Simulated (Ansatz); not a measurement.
# CdS: the cost of one run

Computed with Ansatz 0.2.0 (DFT rPW86-PBE + rVV10, scalar-relativistic, plane waves, PAW, unless a step's input says otherwise).

The COD entry's cell or inner coordinates are ideal or old and differ from later refinements, so a difference from it is no clean test against experiment.

### 1 Starting point

It takes space group F-43m (No. 216, cubic). The conventional cell has a = 5.820 Å, b = 5.820 Å, c = 5.820 Å, α = 90.00°, β = 90.00°, γ = 90.00°. Around Cd (site symmetry -43m) lie 4 S at 2.52 Å. S (site symmetry -43m) has 4 Cd at 2.52 Å in its first shell of neighbours.

Structure file:

```xyz
2
Lattice="0.0000 2.9100 2.9100 2.9100 0.0000 2.9100 2.9100 2.9100 0.0000" Properties=species:S:1:pos:R:3 pbc="T T T"
Cd    0.0000    0.0000    0.0000
S     4.3650    4.3650    4.3650
```

An earlier run on this cell at PBE gave 3.30 GPa at 24.642 Å³/atom (8×8×8 mesh), mesh gap 1.16 eV. The cell is compressed at this level.

### 2 At the given cell

The input, input.yaml:

```yaml
crystal:
  lattice:
    - [0.0, 2.9099991734, 2.9099991734]
    - [2.9099991734, 0.0, 2.9099991734]
    - [2.9099991734, 2.9099991734, 0.0]
  atoms:
    - { symbol: Cd, position: [0.0, 0.0, 0.0] }
    - { symbol: S, position: [0.75, 0.75, 0.75] }
basis:
  ecutwfc: 420
  ecutrho_ratio: 4
kpoints:
  mp_grid: { grid: [8, 8, 8] }
hamiltonian:
  xc: { exchange: rpw86, correlation: pbe }
  dispersion: rvv10
scf:
  occupations: { method: gaussian, width: 0.05 }
output:
  forces: true
  stress: true
  eigenvalues: true
```

Run with:

```bash
$ ansatz run input.yaml --threads 4 --pin off --max-ram 8192MiB --backend cpu --events-out ev --progress --plain --runs-dir out
```

**Question.** How long does this run take on 4 threads of Arm Neoverse V1, shared host, and how much memory does it need?

About 1.1 s, with a peak of 0.35 GiB.
